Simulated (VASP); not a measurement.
BeS:

```xyz
2
Lattice="0.0000 2.4250 2.4250 2.4250 0.0000 2.4250 2.4250 2.4250 0.0000" Properties=species:S:1:pos:R:3 pbc="T T T"
S     3.6375    3.6375    3.6375
Be    0.0000    0.0000    0.0000
```

| Quantity | Value |
| --- | --- |
| Program | VASP 6.6.1 |
| Task | single point |
| Functional | PBE |
| Potentials or basis | VASP PAW PBE potentials, release 64 (S, Be) |
| Cutoff | 520 eV |
| k mesh | 9 × 9 × 9 |
| Occupations | fermi-dirac, width 0.05 eV |
| Spin | no spin polarisation |

On this cell: pressure 1.6 GPa; largest force zero by symmetry; band gap on the k mesh 3.20 eV, indirect (least direct gap 5.67 eV).

The same run follows on a disturbed copy (atoms moved at random, drawn with an rms of 0.05 Å):

```
S Be
1.0
     0.00000    2.42500    2.42500
     2.42500    0.00000    2.42500
     2.42500    2.42500    0.00000
S Be
1 1
Direct
  0.75462 0.75952 0.73276
  0.99751 0.99053 0.00167
```

What changes?

The energy moves by +10.1 meV/atom; pressure 1.8 GPa; largest force 0.587 eV/Å; band gap on the k mesh 2.97 eV, indirect (least direct gap 5.37 eV).

Forces in eV/Å, atoms in the order of the input:
```
S    0.053  0.242 -0.532
Be  -0.053 -0.242  0.532
```

Stress tensor (GPa, compression positive):
```
 1.87  1.61 -0.73
 1.61  1.84 -0.20
-0.73 -0.20  1.70
```

Caveats: an odd mesh through Γ misses points on the zone boundary, where band edges often lie.
